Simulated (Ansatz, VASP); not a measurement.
One calculation of SnTe, two programs

The input INCAR:

```
SYSTEM = SnTe
  PREC = Accurate
  ENCUT = 520
  EDIFF = 1E-7
  ISMEAR = 0
  SIGMA = 0.05
  LREAL = .FALSE.
  LASPH = .TRUE.
  NELM = 60
  ALGO = Normal
  ISIF = 2
  LWAVE = .FALSE.
  LCHARG = .FALSE.
  GGA = PE
  NBANDS = 17
```

KPOINTS

```
regular mesh
0
G
  6 6 6
  0 0 0
```

Contents of POSCAR:

```
SnTe
1.0
    0.0000000000      3.1565012282      3.1565012282
    3.1565012282      0.0000000000      3.1565012282
    3.1565012282      3.1565012282      0.0000000000
Sn Te
1 1
Direct
    0.5000000000      0.5000000000      0.5000000000
    0.0000000000      0.0000000000      0.0000000000
```

Input for Ansatz:

```yaml
crystal:
  lattice:
    - [0.0, 3.1565012282, 3.1565012282]
    - [3.1565012282, 0.0, 3.1565012282]
    - [3.1565012282, 3.1565012282, 0.0]
  atoms:
    - { symbol: Sn, position: [0.5, 0.5, 0.5] }
    - { symbol: Te, position: [0.0, 0.0, 0.0] }
basis:
  ecutwfc: 420
  ecutrho_ratio: 4
kpoints:
  mp_grid: { grid: [6, 6, 6] }
hamiltonian:
  xc: pbe
scf:
  occupations: { method: gaussian, width: 0.05 }
output:
  forces: true
  stress: true
  eigenvalues: true
  populations: true
  write_density: true
  write_potential: true
  elf: true
  volumetric_format: npy
```

Alike in both runs: task single point; functional PBE; k mesh 6 × 6 × 6; occupations gaussian, width 0.05 eV; no spin polarisation.

|  | VASP | Ansatz |
| --- | --- | --- |
| version | VASP 6.6.1 | Ansatz 0.2.0 |
| potentials or method | VASP PAW PBE potentials, release 64 (Sn_d, Te) | scalar-relativistic, plane waves, PAW |
| plane-wave cutoff (eV) | 520 | 420 |
| valence electrons in the cell | 20 | 30 |

```tsv
	VASP	Ansatz	Ansatz less VASP
gap on the k mesh at the Fermi level (eV)	0.08	0.08	-0.001
least direct gap on the mesh (eV)	0.08	0.08	-0.001
pressure (GPa)	2.0	2.0	+0.02
```

With one functional, cell and mesh, what is left measures potentials, basis and numerics. The two sets of potentials don't hold the same shells in valence.

Caveats: spin-orbit coupling is left out, which moves the levels of the heavy elements.
